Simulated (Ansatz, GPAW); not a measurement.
This is a calculation of Zr (Zirconium) for Ansatz 0.2.0. 

The input input.yaml:

```yaml
crystal:
  lattice:
    - [3.232, 0.0, 0.0]
    - [-1.616, 2.798994105, 0.0]
    - [0.0, 0.0, 5.147]
  atoms:
    - { symbol: Zr, position: [0.6666666667, 0.3333333333, 0.75] }
    - { symbol: Zr, position: [0.3333333333, 0.6666666667, 0.25] }
kpoints:
  mp_grid: { grid: [9, 9, 5] }
scf:
  occupations: { method: gaussian, width: 0.018 }
hamiltonian:
  xc: pbe
  pseudopotentials: { kind: all_electron, lapw: { basis_error: 0.001 } }
output:
  forces: true
  stress: true
  eigenvalues: true
```

Potentials or basis: all-electron LAPW, scalar-relativistic.

Run with:

```sh
$ ansatz run input.yaml --threads 1 --pin off --max-ram 3072MiB --backend cpu --events-out ev --progress --plain --runs-dir out
```

Q: What does the same run look like in GPAW 26.7.0 (ASE script)? Potentials or basis there: GPAW PAW data sets (gpaw-data 1.2.1), cutoff 600 eV.

A: As run (cutoffs and basis follow the program's own potentials, and thresholds, step limits or extra output files can differ):

run.py

```python
from ase.dft.bandgap import bandgap
from ase.io import read, write
from ase.units import GPa
from gpaw import GPAW, PW

atoms = read('Zr.xyz')

calc = GPAW(mode=PW(600),
            xc='PBE',
            kpts={'size': (9, 9, 5), 'gamma': True},
            occupations={'name': 'methfessel-paxton', 'order': 0, 'width': 0.018000000000000002},
            nbands=24,
            convergence={'density': 1e-05, 'energy': 1e-05},
            maxiter=150,
            txt='gpaw.txt')
atoms.calc = calc
energy = atoms.get_potential_energy()
forces = atoms.get_forces()
stress = atoms.get_stress()
calc.write('gs.gpw')
write('result.traj', atoms)
print(f'Energy: {energy:.6f} eV')
print('Forces (eV/A):')
print(forces.round(4))
print('Stress (GPa):', (stress / GPa).round(3))
print('Fermi level:', round(calc.get_fermi_level(), 4), 'eV')
print(f'Gap: {bandgap(calc)[0]:.4f} eV, direct: {bandgap(calc, direct=True)[0]:.4f} eV')
```

Zr.xyz

```xyz
2
Lattice="3.2320000000 0.0000000000 0.0000000000 -1.6160000000 2.7989941050 0.0000000000 0.0000000000 0.0000000000 5.1470000000" Properties=species:S:1:pos:R:3 pbc="T T T"
Zr     1.6160000002      0.9329980349      3.8602500000
Zr    -0.0000000002      1.8659960701      1.2867500000
```

Potentials or basis: GPAW PAW data sets (gpaw-data 1.2.1), pw.

The run is started by

```sh
$ OMP_NUM_THREADS=1 python run.py
```

Both were run:

|  | Ansatz | GPAW |
| --- | --- | --- |
| Pressure | 0.6 GPa | 0.2 GPa |

Where Ansatz's input types no cutoff or centring, it takes its own default and a Γ-centred mesh.

Pressure is positive in compression.
